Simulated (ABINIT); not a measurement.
Crystal: FeO.

```
Fe O
1.0
    -1.60210    1.60210    2.08339
     1.60210   -1.60210    2.08339
     1.60210    1.60210   -2.08339
Fe O
1 1
Direct
  0.00000 0.00000 0.00000
  0.50000 0.50000 0.00000
```

The cell comes from a database or a generator and needn't be the stable form of this composition.

Base run:

| Item | Value |
| --- | --- |
| Program | ABINIT 10.8.3 (patched build) |
| Functional | PBE |
| Potentials or basis | JTH PAW PBE v2.0 |
| Cutoff | 707 eV |
| k mesh | 8 × 8 × 8 |
| Occupations | fermi-dirac, width 0.05 eV |
| Spin | collinear spin, ferromagnetic start |
| Starting moments | [3.0, 0.0] μB |
| Hubbard terms | Fe d U = 4 eV |

Its results: band gap on the k mesh none (metal or under the smearing width); pressure -7.7 GPa; net moment 4.01 μB per cell; site moments Fe +3.74; O +0.20 μB.

Question: The run is repeated on the same cell with these changes: hubbard terms from Fe d U = 4 eV to Fe d U = 6 eV. What comes out?

Answer: Band gap on the k mesh none (metal or under the smearing width); pressure -6.4 GPa; net moment 4.04 μB per cell; site moments Fe +3.82; O +0.18 μB.

Caveats: a cell with one magnetic atom can't hold antiferromagnetic order, which such compounds often take.
